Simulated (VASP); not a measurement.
Wanted: the native input for a VASP 6.6.1 run.

* Task: single point
* Functional: PBE
* Potentials or basis: VASP PAW PBE potentials, release 64 (Te, Cd)
* Cutoff: 520 eV
* k mesh: 7 × 7 × 7
* Occupations: gaussian, width 0.024 eV
* Spin: no spin polarisation
* Dipole correction: no
* Further INCAR settings: ALGO = Fast; EDIFF = 1e-06; NBANDS = 16

The structure of CdTe lies in POSCAR:

```
CdTe
1.0
    0.0000000000      3.2050000000      3.2050000000
    3.2050000000      0.0000000000      3.2050000000
    3.2050000000      3.2050000000      0.0000000000
Te Cd
1 1
Direct
    0.7500000000      0.7500000000      0.7500000000
    0.0000000000      0.0000000000      0.0000000000
```

The input as run:

INCAR

```
SYSTEM = CdTe
PREC     = Accurate       ! precision mode
ENCUT    = 520            ! plane-wave cutoff, eV
EDIFF    = 1E-6           ! SCF threshold, eV
ISMEAR   = 0              ! smearing method
SIGMA    = 0.024          ! smearing width, eV
LREAL    = .FALSE.        ! projectors in reciprocal space
LASPH    = .TRUE.         ! aspherical terms in the spheres
NELM     = 100            ! most SCF steps
ALGO     = Fast           ! electronic algorithm
ISIF     = 2              ! what is computed and relaxed
LWAVE    = .FALSE.        ! write WAVECAR
LCHARG   = .FALSE.        ! write CHGCAR
GGA      = PE             ! functional
NBANDS   = 16             ! bands
```

KPOINTS

```
Automatic mesh
0
G
  7 7 7
  0 0 0
```

Potentials or basis: VASP PAW PBE potentials, release 64 (Te, Cd).

Launch:

```bash
$ cat potpaw_PBE.64/Te/POTCAR potpaw_PBE.64/Cd/POTCAR > POTCAR
$ mpirun -np 1 vasp_std > vasp.out
```

Results of the run:

```yaml
Pressure: 4.4 GPa
Band_gap_on_the_k_mesh: 0.87 eV, direct
```

Caveat: spin-orbit coupling is left out, which moves the levels of the heavy elements.

Run time: 27 s on 1 thread of AMD EPYC 7R13 Processor (Zen 3), on a shared host, peak memory 0.17 GiB.
